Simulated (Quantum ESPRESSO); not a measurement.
The system is Sn.

```
Sn
1.0
    -1.89465    1.89465    1.89465
     1.89465   -1.89465    1.89465
     1.89465    1.89465   -1.89465
Sn
1
Direct
  0.00000 0.00000 0.00000
```

This isn't the form of Sn at room conditions, which is tetragonal (white tin).

```yaml
Program: Quantum ESPRESSO 7.5
Task: single point
Functional: PBEsol
Potentials_or_basis: GBRV 1.5 PBEsol
Cutoff: 925 eV
Density_cutoff: 7401 eV
k_mesh: 10 × 10 × 10
Occupations: fermi-dirac, width 0.05 eV
Spin: no spin polarisation
```

On this cell: pressure -2.4 GPa; band gap on the k mesh none (metal or under the smearing width).

The same run follows on a disturbed copy (cell strained at random at fixed volume):

```
Sn
1.0
    -1.87793    1.89840    1.91025
     1.89462   -1.86981    1.89834
     1.88740    1.87928   -1.88166
Sn
1
Direct
  0.00960 0.00631 0.99674
```

Q: What changes?

A: The energy (extrapolated to zero smearing) moves by -0.7 meV/atom; pressure -2.4 GPa; band gap on the k mesh none (metal or under the smearing width).

Stress tensor (GPa, compression positive):
```
-2.55  0.17  0.18
 0.17 -2.61  0.18
 0.18  0.18 -2.06
```
